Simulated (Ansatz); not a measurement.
System: NaI (rock salt type, first atom moved by 0.06 Å along [111]), 2 atoms in the cell.

```
Na I
1.0
     0.00000    3.26500    3.26500
     3.26500    0.00000    3.26500
     3.26500    3.26500    0.00000
Na I
1 1
Direct
  0.00530 0.00530 0.00530
  0.50000 0.50000 0.50000
```

Code and potentials: Ansatz PAW hard set, 700 eV. Settings: k-mesh 4×4×4 Γ-centred; Fermi–Dirac smearing of 0.05 eV; no spin polarisation; no spin–orbit coupling. For HSE06: exchange singularity: Wigner-Seitz. For PBE0: exchange singularity: Wigner-Seitz.

Plain PBE gives:

| Quantity | Value |
| --- | --- |
| Pressure | 0.07 GPa |
| Gap on the mesh | 3.57 eV |

```
atom  Fx (eV/Å)  Fy (eV/Å)  Fz (eV/Å)
 Na1     -0.026     -0.026     -0.026
  I2      0.026      0.026      0.026
```

(1) What changes under HSE06?

(2) What changes under PBE0?

Answers

(1) The pressure drops by 0.293 GPa to -0.227 GPa; the gap goes up by 1.03 eV to 4.60 eV; the forces move by 2 meV/Å (rms):

```csv
atom,Fx (eV/Å),Fy (eV/Å),Fz (eV/Å)
Na1,-0.025,-0.025,-0.025
I2,0.025,0.025,0.025
```

(2) The pressure falls by 0.34 GPa to -0.27 GPa; the gap increases by 1.702 eV to 5.275 eV; the forces move by 1 meV/Å (rms):

```json
{"atom": "Na1", "Fx (eV/Å)": "-0.025", "Fy (eV/Å)": "-0.025", "Fz (eV/Å)": "-0.025"}
{"atom": "I2", "Fx (eV/Å)": "0.025", "Fy (eV/Å)": "0.025", "Fz (eV/Å)": "0.025"}
```

The stress includes the program's correction for the finite plane-wave basis.

Spin–orbit coupling is left out; with heavy elements it can shift the gap and split levels by tenths of an eV. Potentials made with PBE were used with another functional (at least in: Ansatz PAW hard set, 700 eV (HSE06); Ansatz PAW hard set, 700 eV (PBE0)). Semilocal functionals give gaps that mostly lie well below measured ones.
